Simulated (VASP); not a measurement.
CdS: Born charges and dielectric tensor with LDA

The system is CdS.

```
Cd S
1.0
     0.00000    2.88550    2.88550
     2.88550    0.00000    2.88550
     2.88550    2.88550    0.00000
Cd S
1 1
Direct
  0.00000 0.00000 0.00000
  0.75000 0.75000 0.75000
```

The cell is a database's computed one.

```yaml
Program: VASP 6.6.1
Task: Born charges and dielectric tensor
Functional: LDA
Potentials_or_basis: VASP PAW LDA potentials, release 64 (Cd, S)
Cutoff: 350 eV
k_mesh: 8 × 8 × 8
Occupations: gaussian, width 0.02 eV
Spin: no spin polarisation
Further_INCAR_settings: ALGO = Normal; EDIFF = 1e-08; IBRION = 8; NSW = 1
```

```
Band gap on the k mesh                                  : 0.96 eV, direct
Electronic dielectric tensor (diagonal)                 : 7.32
Born charges (mean of the diagonal)                     : Cd +2.18; S -2.18 e
Highest phonon frequency at Γ, LO-TO splitting left out : 245 cm⁻¹
```

Levels at points of the mesh, in eV from the valence-band top:
```tsv
k point	band 5	band 6	band 7	band 8	band 9	band 10	band 11	band 12	band 13
(0.00, 0.00, 0.00)	-7.36	-7.36	0.00	0.00	0.00	0.96	6.35	6.35	6.35
(0.50, 0.00, 0.00)	-7.32	-6.95	-4.72	-0.82	-0.82	2.83	6.84	6.84	7.32
(0.50, 0.50, 0.00)	-7.27	-6.88	-4.20	-2.04	-2.04	3.25	4.20	9.09	10.74
```

Phonon frequencies in cm⁻¹ (negative: imaginary):
| q point | frequencies |
| --- | --- |
| (0.000, 0.000, 0.000) | 0 0 0 245 245 245 |

Electronic dielectric tensor:
```
7.32 0.00 0.00
0.00 7.32 0.00
0.00 0.00 7.32
```

Born effective charge tensors (e):
atom 1, Cd
```
2.18 0.00 0.00
0.00 2.18 0.00
0.00 0.00 2.18
```
atom 2, S
```
-2.18  0.00  0.00
 0.00 -2.18  0.00
 0.00  0.00 -2.18
```

It took 4 min on 1 thread of Intel(R) Xeon(R) Platinum 8488C (Sapphire Rapids) (shared host), peak memory 0.21 GiB.

Expect the measured gap to be larger: semilocal functionals such as LDA lack the derivative discontinuity.
